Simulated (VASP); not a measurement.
Runs of VASP 6.6.1 on ZnSe. It takes space group F-43m (No. 216, cubic). The conventional cell has a = 5.641 Å, b = 5.641 Å, c = 5.641 Å, α = 90.00°, β = 90.00°, γ = 90.00°. Around Zn (site symmetry -43m) lie 4 Se at 2.44 Å. Se (site symmetry -43m) is surrounded by 4 Zn at 2.44 Å. 

```csv
task,level,cell,k mesh,cutoff (eV),grid for exact exchange (PRECFOCK),exchange at q = 0,screening parameter,gap on the mesh (eV),pressure (GPa)
band structure,PBEsol,"F-43m, 22.44 Å³/atom",6 × 6 × 6,520,Fast,-,-,1.22,0.1
relaxation of cell and atoms,PBEsol,relaxed,8 × 8 × 8,600,-,-,-,1.23,0.0
band structure,PBE0,"F-43m, 22.44 Å³/atom",6 × 6 × 6,520,Fast,truncated,-,3.10,(b)
band structure,HSE06,"F-43m, 22.44 Å³/atom",6 × 6 × 6,520,Fast,-,0.2 1/A,(a),2.1
```

Alike in all rows: potentials or basis VASP PAW PBE potentials, release 64 (Zn, Se); no spin polarisation; smearing gaussian 0.03 eV.

Task: Fill in the values left out.

Result: (a) 2.49; (b) 1.9.

Caveats: the PAW data sets were made with another functional, which shifts forces and pressure a little.

A k mesh can miss the band edges, and the runs leave out spin-orbit coupling on Se.
